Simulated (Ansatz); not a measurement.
Program: Ansatz.

input.yaml

```yaml
accuracy: low
crystal:
  lattice:
    - [6.932363, 0.0, 0.0]
    - [-4.635874, 6.552203, 0.0]
    - [0.0, 0.0, 18.630734]
  atoms:
    - { symbol: Ba, position: [0.0, 0.0, 0.0536748] }
    - { symbol: Ti, position: [0.494971, 0.9924798, 0.0551935] }
    - { symbol: O, position: [0.753581, 0.1315115, 0.1280928] }
    - { symbol: O, position: [-0.0249963, -0.01430555, 0.17758476] }
    - { symbol: O, position: [0.2565984, 0.8830236, 0.1271815] }
    - { symbol: Ba, position: [0.0, 0.5, 0.0536748] }
    - { symbol: Ti, position: [0.494971, 0.4924798, 0.0551935] }
    - { symbol: O, position: [0.753581, 0.6315115, 0.1280928] }
    - { symbol: O, position: [-0.01416087, 0.52608236, 0.20335459] }
    - { symbol: O, position: [0.2565984, 0.3830236, 0.1271815] }
    - { symbol: Ba, position: [0.52393624, 0.26381216, 0.28874063] }
    - { symbol: Ti, position: [0.95686849, 0.21891986, 0.21666524] }
    - { symbol: O, position: [0.20378535, 0.33243452, 0.28111815] }
    - { symbol: O, position: [0.87976932, 0.51986435, 0.39637356] }
    - { symbol: O, position: [0.73229772, 0.07055894, 0.2757703] }
    - { symbol: Ba, position: [0.39262208, 0.68449123, 0.31866128] }
    - { symbol: Ti, position: [1.00762415, 0.75587884, 0.21161568] }
    - { symbol: O, position: [0.18636542, 0.87858917, 0.29324818] }
    - { symbol: O, position: [0.69349513, 0.75362556, 0.41241439] }
    - { symbol: O, position: [0.7417423, 0.6536891, 0.28159556] }
    - { symbol: Ti, position: [0.90877456, 0.7321716, 0.37517549], spin: 1.0 }
magnetization:
  spin_polarized: true
basis:
  ecutwfc: 420.0
kpoints:
  mp_grid: { grid: [2, 2, 1] }
hamiltonian:
  xc: pbesol
  pseudopotentials: { kind: paw, azcp: { folder: soft_1 } }
scf:
  occupations: { method: fermi_dirac, width: 0.02 }
  lower_state_search: "off"
  max_iter: 68
md:
  timestep: 1.5
  n_steps: 25
  ensemble: nvt_nose_hoover
  temperature: 1800.0
  initial_velocities: maxwell_boltzmann
  seed: 386560
  nose_hoover: { tau: 100.0, chain_length: 3 }
  constraints: [{ sites: [0, 1, 2, 4, 5, 6, 7, 9] }]
  dt: 0.5
```

Command:

```bash
$ ansatz run input.yaml --threads 4 --pin off --max-ram 10240MiB --backend cpu --events-out ev --progress --plain --runs-dir out
```

Q: What happens when this is run?

A: The program refused the input.

```
Error: YAML parse error: error: line 51 column 3: unknown field `dt`, expected one of timestep, n_steps, ensemble, temperature, temperature_schedule, friction, pressure, stress_2d, fix_cell, beads, quantum_up_to, nose_hoover, initial_velocities, initial_site_velocities, seed, constraints, density_extrapolation, masses
  --> <input>:51:3
   |
49 |   nose_hoover: { tau: 100.0, chain_length: 3 }
50 |   constraints: [{ sites: [0, 1, 2, 4, 5, 6, 7, 9] }]
51 |   dt: 0.5
   |   ^ unknown field `dt`, expected one of timestep, n_steps, ensemble, temperature, temperature_schedule, friction, pressure, stress_2d, fix_cell, beads, quantum_up_to, nose_hoover, initial_velocities, initial_site_velocities, seed, constraints, density_extrapolation, masses
52 | checkpoint: { write: ck, compress: false, write_wavefunctions: fals…
```
